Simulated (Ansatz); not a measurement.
Consider the ligand exchange at the Si–C bond: `FC(F)(F)[Si](F)(F)F` + `O[SiH](O)O` → `O[SiH](O)O[Si](F)(F)F` + `FC(F)F`.

Isolated molecules relaxed with PBE0-D4/def2-TZVP in Ansatz; ΔE leaves out vibrations. CCSD(T)/CBS is the MP2 limit (def2-TZVPP, def2-QZVPP) plus CCSD(T) − MP2 in def2-TZVPP, frozen cores. This one scheme is used for every species. Functionals use def2-TZVPP. Each species was taken in one conformer, which may not be the lowest.

| species | r2SCAN0 energy (Eh) |
| --- | --- |
| `FC(F)(F)[Si](F)(F)F` | -926.79605 |
| `O[SiH](O)O` | -517.67611 |
| `O[SiH](O)O[Si](F)(F)F` | -1106.33814 |
| `FC(F)F` | -338.20583 |

Q: Work out ΔE.

A: ΔE = (-1106.33814) + (-338.20583) − (-926.79605) − (-517.67611) = -0.07181 Eh = -188.5 kJ/mol. CCSD(T)/CBS gives -186.8 kJ/mol.

Q: What do rigid-rotor, harmonic-oscillator terms from PBE0-D4/def2-TZVP frequencies (298.15 K, 1 bar) make of the CCSD(T)/CBS value? (An estimate is asked.)

A: Computed: ΔZPE = +7.0 kJ/mol, ΔH = -180.9 kJ/mol, ΔS = 12 J/(mol·K), ΔG = -184.4 kJ/mol. Modes under 50 cm⁻¹ make the entropy rough.

Largest T1 diagnostic among the species: 0.013.

From PBE to PBE0 (25 % exact exchange), in def2-TZVPP and without D4, ΔE moves by −16.4 kJ/mol. In def2-TZVPP, CCSD(T) changes the Hartree–Fock value by +28.9 kJ/mol (the triples alone add +4.7 kJ/mol) and MP2 by +26.4 kJ/mol. Leaving LDA and LC-ωPBE aside and taking each functional with its dispersion term where it has one, the values, not all of them listed here, spread over 42.1 kJ/mol, from BHLYP-D4 to revPBE-D4. LDA lies −4.0 kJ/mol from PBE without D4.
